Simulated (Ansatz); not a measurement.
# NaI (Fm-3m) in Ansatz: a series of runs

One crystal, NaI, is run at these levels: r2SCAN; tasks: single point, equation of state.

All numbers are computed with Ansatz 0.2.0; they aren't measurements. Logs are shortened: lines on timing, memory, paths and dates and some standing lists are left out, and cuts for length are marked.

## Step 1: The crystal as given

Symmetry: Fm-3m, No. 225, cubic system. Conventional cell: a = 6.473 Å, b = 6.473 Å, c = 6.473 Å, α = 90.00°, β = 90.00°, γ = 90.00°. I (site symmetry m-3m) is surrounded by 6 Na at 3.24 Å. Na (site symmetry m-3m) is surrounded by 6 I at 3.24 Å.

## Step 2: Single point, r2SCAN, 31.87 Å³/atom (volume scaled by 0.94)

input.yaml

```yaml
crystal:
  lattice:
    - [0.0, 3.1703324822, 3.1703324822]
    - [3.1703324822, 0.0, 3.1703324822]
    - [3.1703324822, 3.1703324822, 0.0]
  atoms:
    - { symbol: I, position: [0.5, 0.5, 0.5] }
    - { symbol: Na, position: [0.0, 0.0, 0.0] }
hamiltonian:
  xc: r2scan
  pseudopotentials: { kind: paw }
kpoints:
  mp_grid: { grid: [7, 7, 7] }
scf:
  occupations: { method: fermi_dirac, width: 0.05 }
output:
  forces: true
  stress: true
  eigenvalues: true
```

Potentials or basis: Ansatz PAW.

Launch:

```
ansatz run input.yaml --threads 2 --pin off --max-ram 5632MiB --backend cpu --events-out ev --progress --plain --runs-dir out
```

The program printed:

```text
Warning: RAYON_NUM_THREADS=2 ignored (pool sized by the plan → 2); use --threads N
Engine: ansatz 0.2.0, x86_64-unknown-linux-gnu
Pseudopotentials: kind: paw
Pseudopotential: I, paw, valence charge 17, recommended cutoff 500 eV (meta_gga), I.paw.azcp
Pseudopotential: Na, paw, valence charge 9, recommended cutoff 500 eV (meta_gga), Na.paw.azcp
Functional definition: r2SCAN
  parameter k0 = 0.174
  parameter k1 = 0.065
  parameter a1 = 4.9479
  exchange = r2scan_x(k0 = k0, k1 = k1, a1 = a1)
  correlation = r2scan_c
Crystal: 2 atoms, lattice volume = 63.730 Å³
Basis set: ecut = 500 eV, 1639 PW (Γ), exchange–correlation on 144×144×144 points (64 copies of the dense FFT grid, shifted against one another)
Bands: 17, of which v1, the nominal top of the filled ones, is band 13 counted from 1 (12 counted from 0)
Symmetry: 48 space group operations
Space group: Fm-3m (ITA 225), of the structure as read, at distance tolerance 4.0e-5 Å
k-points: 20 of 343
Non-local potential: I, projectors of the file, l = 0: 2, l = 1: 2, l = 2: 2, l = 3: 2
Non-local potential: Na, projectors of the file, l = 0: 3, l = 1: 2, l = 2: 1
PAW form: soft (Blöchl's): semilocal exchange-correlation on the pseudo side does not see the compensation charge
PAW frozen core: I, regenerated for the run's functional (the file was generated under x = pbe(κ = 0.804, μ = 0.2195149727645171), c = pbe(β = 0.06672455060314922))
PAW frozen core: Na, regenerated for the run's functional (the file was generated under x = pbe(κ = 0.804, μ = 0.2195149727645171), c = pbe(β = 0.06672455060314922))
PAW one-centre angular grid: I, 590 points (default); XC on 160 Gauss nodes
PAW one-centre angular grid: Na, 302 points (default); XC on 339 of its mesh's 2595 points in the sphere
Initial density: superposition of atomic densities (neutral atoms: chi_scale 0, normalization atom), corrected by the library's trained network
Initial wavefunctions: pseudopotential atomic-orbital guess
Functional: x = r2scan, c = r2scan; τ floored in thin density (d = 2e-4 eV/Å³)
SCF iter   1: F=—  HF=-9019.588623 eV  |F-HF|=—  |Δ(HF+E_count)|=         —  Δρ=5.38e-3  dr2=8.82e-3  dr2_τ=6.22e-4  ethr=1.77e-3  ⟨swp⟩=5.5  Hψ=1832  notcnv=0
preconditioner: auto → none  [insulator: Δε(μ)=4.603 eV  Ē_g=11.596 eV  σ=0.050 eV  W_gap=1.00  n_scr=14 (ndim 8)  ℏωp=13.2 eV  f_vac=0.048  D(μ)=0.00/eV (n_scr^D=0)  ε∞_Penn≈2.3]
SCF iter   2: F=—  HF=-9019.592642 eV  |F-HF|=—  |Δ(HF+E_count)|=   4.02e-3  Δρ=1.15e-3  dr2=5.18e-4  dr2_τ=1.95e-4  ethr=3.39e-5  ⟨swp⟩=2.6  Hψ=855  notcnv=0
SCF iter   3: F=—  HF=-9019.592900 eV  |F-HF|=—  |Δ(HF+E_count)|=   2.58e-4  Δρ=3.35e-4  dr2=4.97e-5  dr2_τ=4.79e-6  ethr=1.99e-6  ⟨swp⟩=2.0  Hψ=600  notcnv=0
SCF iter   4: F=—  HF=-9019.592944 eV  |F-HF|=—  |Δ(HF+E_count)|=   4.39e-5  Δρ=1.25e-4  dr2=5.24e-6  dr2_τ=8.42e-7  ethr=1.91e-7  ⟨swp⟩=2.0  Hψ=600  notcnv=0
SCF iter   5: F=—  HF=-9019.592952 eV  |F-HF|=—  |Δ(HF+E_count)|=   7.68e-6  Δρ=1.82e-5  dr2=1.67e-7  dr2_τ=8.95e-9  ethr=2.01e-8  ⟨swp⟩=2.0  Hψ=600  notcnv=0
SCF iter   6: F=-9019.592952 eV  HF=-9019.592952 eV  |F-HF|=3.04e-10  |Δ(HF+E_count)|=   2.93e-8  Δρ=7.10e-7  dr2=2.85e-10  dr2_τ=2.36e-11  ethr=3.85e-10  ⟨swp⟩=5.9  Hψ=1452  notcnv=0
SCF 1 converged in 6 iterations: F = -9019.592952 eV  dr2 = 2.85e-10
SCF converged after 6 iterations
Free energy (F): -9019.592952 eV
Harris-Foulkes:  -9019.592952 eV  (|F-HF|=3.04e-10)
Internal energy: -9019.592952 eV  (E = F + TS)
E sigma→0 (E₀):  -9019.592952 eV
Fermi energy:    5.666325 eV
--- Per-component energies (eV) ---
  E_band       = -626.581340
  E_kinetic    = 310.289931
  E_local      = -3272.607118  (includes V_loc(G=0)·N_el)
  E_nonlocal   = 26.029665
  E_hartree    = 1487.184189
  E_xc         = -158.194615
  E_vxc        = -195.579515  (∫ρ·V_xc dr)
  E_paw        = -5107.439618  (= ΣΔE_a)
  E_vpaw       = -482.213716  (= ΣTr[D̂ρ^β])
  E_aug_tail   = -0.000032  (compensation charges beyond the density's cutoff)
  E_vtau       = 13.131762  (kinetic-family band-sum trace: ∫τ·v_τ [+ j·A + Jᵃ·Aᵃ] dr)
  E_ewald      = -2304.902140
  E_core_change = 0.046786  (= ΣΔE_core)
  E_smearing   = -0.000000  (= −TS)
  E_closure    = -0.000000  (closes the sum)
  Σ components = -9019.592952   (vs F -9019.592952, Δ=0.00e0)
--- Forces (eV/Å), atoms counted from 1 ---
  atom   1  I      0.00000000    -0.00000000     0.00000000
  atom   2  Na    -0.00000000     0.00000000    -0.00000000
  max |Σ_I F_I| component: 7.09e-29 eV/Å
--- Stress (GPa, compression-positive) ---
        1.105245      -0.000000       0.000000
        0.000000       1.105245       0.000000
        0.000000      -0.000000       1.105245
  P = ⅓ Tr σ = 1.1052 GPa (11.052 kbar)
--- Band table (eV; the first three rows and the last of 20) ---
  k-point 0: bands = ["-49.3814", "-40.6789", "-40.6789", "-40.6733", "-40.6733", "-40.6733", "-19.7917", "-19.7917", "-19.7917", "-8.2193", "3.2952", "3.2952", "3.2952", "7.9249", "11.8329", "11.8329", "11.8329"]
  k-point 1: bands = ["-49.3814", "-40.6789", "-40.6789", "-40.6733", "-40.6732", "-40.6732", "-19.7931", "-19.7918", "-19.7918", "-8.1496", "2.6826", "3.2275", "3.2275", "8.5746", "11.4197", "12.0442", "12.0442"]
  k-point 2: bands = ["-49.3813", "-40.6789", "-40.6789", "-40.6732", "-40.6732", "-40.6732", "-19.7961", "-19.7919", "-19.7919", "-7.9840", "1.6436", "3.0845", "3.0845", "9.1422", "11.8504", "11.8504", "11.9326"]
  k-point 19: bands = ["-49.3813", "-40.6789", "-40.6788", "-40.6732", "-40.6731", "-40.6729", "-19.7956", "-19.7956", "-19.7935", "-7.7179", "1.6120", "1.6945", "2.4411", "9.8134", "11.0504", "12.0073", "12.5005"]
```

Run time: 3.1 s. Hardware: 2 threads of Intel Xeon Platinum 8259CL at 2.50GHz (Skylake/Cascade Lake), shared host; peak memory 0.57 GiB.

Results:

| Item | Value |
| --- | --- |
| Free energy | -9019.5930 eV |
| Pressure | 1.1 GPa |
| Band gap on the k mesh | 4.63 eV, direct |

Caveat: odd divisions of the mesh miss points on the zone boundary, where band edges often lie, so the gap on the mesh can be too wide; spin-orbit coupling is left out, which moves the levels of the heavy elements; the PAW data sets come from PBE, with cores solved anew for the run's functional, which leaves a small shift of forces and pressure.

## Step 3: Single point, r2SCAN, 32.54 Å³/atom (volume scaled by 0.96)

Changes to input.yaml since step 2:

```diff
@@ -2,5 +2,5 @@
   lattice:
-    - [0.0, 3.1703324822, 3.1703324822]
-    - [3.1703324822, 0.0, 3.1703324822]
-    - [3.1703324822, 3.1703324822, 0.0]
+    - [0.0, 3.1926595029, 3.1926595029]
+    - [3.1926595029, 0.0, 3.1926595029]
+    - [3.1926595029, 3.1926595029, 0.0]
   atoms:
@@ -19 +19,5 @@
   eigenvalues: true
+  write_density: true
+  write_potential: true
+  elf: true
+  volumetric_format: npy
```

Potentials or basis: Ansatz PAW.

Launch:

```
ansatz run input.yaml --threads 2 --pin off --max-ram 5632MiB --backend cpu --events-out ev --progress --plain --runs-dir out
```

It took 3.6 s on 2 threads of Intel Xeon Platinum 8259CL at 2.50GHz (Skylake/Cascade Lake), shared host; peak memory 0.57 GiB.

It converged, with:

```yaml
Free_energy: -9019.6004 eV
Pressure: 0.7 GPa
Band_gap_on_the_k_mesh: 4.56 eV, direct
```

Caveat: odd divisions of the mesh miss points on the zone boundary, where band edges often lie, so the gap on the mesh can be too wide; spin-orbit coupling is left out, which moves the levels of the heavy elements; the PAW data sets come from PBE, with cores solved anew for the run's functional, which leaves a small shift of forces and pressure.

## Step 4: Single point, r2SCAN, 33.22 Å³/atom (volume scaled by 0.98)

input.yaml

```yaml
crystal:
  lattice:
    - [0.0, 3.2146785402, 3.2146785402]
    - [3.2146785402, 0.0, 3.2146785402]
    - [3.2146785402, 3.2146785402, 0.0]
  atoms:
    - { symbol: I, position: [0.5, 0.5, 0.5] }
    - { symbol: Na, position: [0.0, 0.0, 0.0] }
hamiltonian:
  xc: r2scan
  pseudopotentials: { kind: paw }
kpoints:
  mp_grid: { grid: [7, 7, 7] }
scf:
  occupations: { method: fermi_dirac, width: 0.05 }
output:
  forces: true
  stress: true
  eigenvalues: true
```

Launch:

```
ansatz run input.yaml --threads 2 --pin off --max-ram 5632MiB --backend cpu --events-out ev --progress --plain --runs-dir out
```

It took 3.2 s on 2 threads of Intel Xeon Platinum 8259CL at 2.50GHz (Skylake/Cascade Lake), shared host; peak memory 0.58 GiB.

The run converged. Its results:

* Free energy: -9019.6042 eV
* Pressure: 0.3 GPa
* Band gap on the k mesh: 4.49 eV, direct

Caveat: odd divisions of the mesh miss points on the zone boundary, where band edges often lie, so the gap on the mesh can be too wide; spin-orbit coupling is left out, which moves the levels of the heavy elements; the PAW data sets come from PBE, with cores solved anew for the run's functional, which leaves a small shift of forces and pressure.

## Step 5: Single point, r2SCAN, 33.90 Å³/atom

Changes to input.yaml since step 4:

```diff
@@ -2,5 +2,5 @@
   lattice:
-    - [0.0, 3.2146785402, 3.2146785402]
-    - [3.2146785402, 0.0, 3.2146785402]
-    - [3.2146785402, 3.2146785402, 0.0]
+    - [0.0, 3.2364, 3.2364]
+    - [3.2364, 0.0, 3.2364]
+    - [3.2364, 3.2364, 0.0]
   atoms:
```

Launch:

```
ansatz run input.yaml --threads 2 --pin off --max-ram 5632MiB --backend cpu --events-out ev --progress --plain --runs-dir out
```

Wall time 3 s (2 threads of Intel Xeon Platinum 8259CL at 2.50GHz (Skylake/Cascade Lake), shared host); peak memory 0.58 GiB.

It converged, with:

| Property | Result |
| --- | --- |
| Free energy | -9019.6049 eV |
| Pressure | -0.1 GPa |
| Band gap on the k mesh | 4.43 eV, direct |

Caveat: odd divisions of the mesh miss points on the zone boundary, where band edges often lie, so the gap on the mesh can be too wide; spin-orbit coupling is left out, which moves the levels of the heavy elements; the PAW data sets come from PBE, with cores solved anew for the run's functional, which leaves a small shift of forces and pressure.

## Step 6: Single point, r2SCAN, 34.58 Å³/atom (volume scaled by 1.02)

Changes to input.yaml since step 5:

```diff
@@ -2,5 +2,5 @@
   lattice:
-    - [0.0, 3.2364, 3.2364]
-    - [3.2364, 0.0, 3.2364]
-    - [3.2364, 3.2364, 0.0]
+    - [0.0, 3.2578337372, 3.2578337372]
+    - [3.2578337372, 0.0, 3.2578337372]
+    - [3.2578337372, 3.2578337372, 0.0]
   atoms:
```

Potentials or basis: Ansatz PAW.

Launch:

```
ansatz run input.yaml --threads 2 --pin off --max-ram 5632MiB --backend cpu --events-out ev --progress --plain --runs-dir out
```

Run time: 3.1 s. Hardware: 2 threads of Intel Xeon Platinum 8259CL at 2.50GHz (Skylake/Cascade Lake), shared host; peak memory 0.59 GiB.

It converged, with:

| Property | Result |
| --- | --- |
| Free energy | -9019.6027 eV |
| Pressure | -0.4 GPa |
| Band gap on the k mesh | 4.37 eV, direct |

Caveat: odd divisions of the mesh miss points on the zone boundary, where band edges often lie, so the gap on the mesh can be too wide; spin-orbit coupling is left out, which moves the levels of the heavy elements; the PAW data sets come from PBE, with cores solved anew for the run's functional, which leaves a small shift of forces and pressure.

## Step 7: Single point, r2SCAN, 35.25 Å³/atom (volume scaled by 1.04)

Changes to input.yaml since step 6:

```diff
@@ -2,5 +2,5 @@
   lattice:
-    - [0.0, 3.2578337372, 3.2578337372]
-    - [3.2578337372, 0.0, 3.2578337372]
-    - [3.2578337372, 3.2578337372, 0.0]
+    - [0.0, 3.2789890945, 3.2789890945]
+    - [3.2789890945, 0.0, 3.2789890945]
+    - [3.2789890945, 3.2789890945, 0.0]
   atoms:
```

Launch:

```
ansatz run input.yaml --threads 2 --pin off --max-ram 5632MiB --backend cpu --events-out ev --progress --plain --runs-dir out
```

It took 3.4 s on 2 threads of Intel Xeon Platinum 8259CL at 2.50GHz (Skylake/Cascade Lake), shared host; peak memory 0.59 GiB.

The run converged. Its results:

```
Free energy            : -9019.5981 eV
Pressure               : -0.7 GPa
Band gap on the k mesh : 4.31 eV, direct
```

Caveat: odd divisions of the mesh miss points on the zone boundary, where band edges often lie, so the gap on the mesh can be too wide; spin-orbit coupling is left out, which moves the levels of the heavy elements; the PAW data sets come from PBE, with cores solved anew for the run's functional, which leaves a small shift of forces and pressure.

## Step 8: Single point, r2SCAN, 35.93 Å³/atom (volume scaled by 1.06)

Changes to input.yaml since step 7:

```diff
@@ -2,5 +2,5 @@
   lattice:
-    - [0.0, 3.2789890945, 3.2789890945]
-    - [3.2789890945, 0.0, 3.2789890945]
-    - [3.2789890945, 3.2789890945, 0.0]
+    - [0.0, 3.2998749385, 3.2998749385]
+    - [3.2998749385, 0.0, 3.2998749385]
+    - [3.2998749385, 3.2998749385, 0.0]
   atoms:
```

Launch:

```
ansatz run input.yaml --threads 2 --pin off --max-ram 5632MiB --backend cpu --events-out ev --progress --plain --runs-dir out
```

Wall time 2.6 s (2 threads of Intel Xeon Platinum 8259CL at 2.50GHz (Skylake/Cascade Lake), shared host); peak memory 0.58 GiB.

It converged, with:

```
Free energy            : -9019.5912 eV
Pressure               : -0.9 GPa
Band gap on the k mesh : 4.26 eV, direct
```

Caveat: odd divisions of the mesh miss points on the zone boundary, where band edges often lie, so the gap on the mesh can be too wide; spin-orbit coupling is left out, which moves the levels of the heavy elements; the PAW data sets come from PBE, with cores solved anew for the run's functional, which leaves a small shift of forces and pressure.

## Step 9: Equation of state, r2SCAN

Potentials or basis: Ansatz PAW.

No new run: the results of the series are fitted here.

Results:

```
Equilibrium volume                      : 33.71 Å³/atom
Bulk modulus                            : 17.2 GPa
Pressure derivative of the bulk modulus : 4.8
```

Energy against volume, from the lowest point:
```csv
volume (Å³/atom),energy (meV/atom)
31.865,5.98
32.543,2.27
33.221,0.34
33.899,0.00
34.577,1.08
35.255,3.42
35.933,6.88
```

Caveat: the PAW data sets were made with another functional, which shifts forces and pressure a little.
